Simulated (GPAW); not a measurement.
Crystal: MgS.

```
CELL_PARAMETERS angstrom
4.03462 0.00000 0.00000
-2.01731 3.49409 0.00000
0.00000 0.00000 6.43229
ATOMIC_POSITIONS crystal
S 0.66667 0.33333 0.87924
S 0.33333 0.66667 0.37924
Mg 0.33333 0.66667 0.99575
Mg 0.66667 0.33333 0.49575
```

The cell comes from a database or a generator and needn't be the stable form of this composition.

- Program: GPAW 26.7.0
- Task: relaxation of cell and atoms
- Functional: LDA
- Potentials or basis: the program's PAW data sets (release 1.2.1) made for this functional
- Cutoff: 800 eV
- Basis: pw
- k mesh: 6 × 6 × 3
- Occupations: fermi-dirac, width 0.05 eV
- Spin: no spin polarisation

At the start: pressure -2.1 GPa; volume 22.67 Å³/atom.

Q: How do energy, volume and symmetry change on relaxing?

A: Over 5 steps the energy falls by 5.3 meV/atom and the volume is 21.90 Å³/atom (-3.4 %); space group P6_3mc (No. 186, to 0.05 Å).

The path:
```csv
step,energy change (eV),largest force (eV/Å),pressure (GPa),volume (Å³)
1,0.0000,0.0519,-2.08,90.68
2,-0.0036,0.0439,-1.91,90.39
3,-0.0210,0.0447,0.02,87.44
4,-0.0212,0.0326,-0.06,87.55
5,-0.0214,0.0135,-0.09,87.58
```

Final structure:
```yaml
crystal:
  lattice:
    - [3.98849, 0.00000, 0.00000]
    - [-1.99424, 3.45413, 0.00000]
    - [0.00000, 0.00000, 6.35741]
  atoms:
    - { symbol: S, position: [0.66667, 0.33333, 0.87836] }
    - { symbol: S, position: [0.33333, 0.66667, 0.37836] }
    - { symbol: Mg, position: [0.33333, 0.66667, 0.99664] }
    - { symbol: Mg, position: [0.66667, 0.33333, 0.49664] }
```

Caveat: later steps reuse the first step's grids.
